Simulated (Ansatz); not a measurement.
The system is P.

```
P
1.0
     1.64774   -5.46504    0.00000
     1.64774    5.46504    0.00000
     0.00000    0.00000    4.54364
P
4
Cartesian
  1.6477 -4.4173 2.6754
  1.6477 4.4173 1.8683
  1.6477 -1.0477 0.4035
  1.6477 1.0477 4.1401
```

Base run:

| Item | Value |
| --- | --- |
| Program | Ansatz 0.2.0 |
| Functional | PBE0 |
| Potentials or basis | Ansatz PAW |
| Cutoff | 420 eV (not typed: the program's choice for these potentials) |
| k mesh | 5 × 5 × 4 |
| Occupations | fermi-dirac, width 0.05 eV |
| Spin | no spin polarisation |

Its results: band gap on the k mesh 1.68 eV, direct; pressure -0.2 GPa; largest force 0.145 eV/Å.

Problem. The run is repeated on the same cell with these changes: functional from PBE0 to RPBE. What comes out?

Solution. Band gap on the k mesh 0.49 eV, direct; pressure 3.9 GPa; largest force 0.355 eV/Å.

PBE0 gives the wider gap, since exact exchange removes part of the self-interaction.

Caveats: odd divisions of the mesh miss points on the zone boundary, where band edges often lie, so the gap on the mesh can be too wide; the PAW data sets come from PBE, with cores solved anew for the run's functional, which leaves a small shift of forces and pressure; the density of states is complete only up to the lowest level of the last band computed; the thresholds are loose for stress (some runs).

A k mesh can miss the band edges.
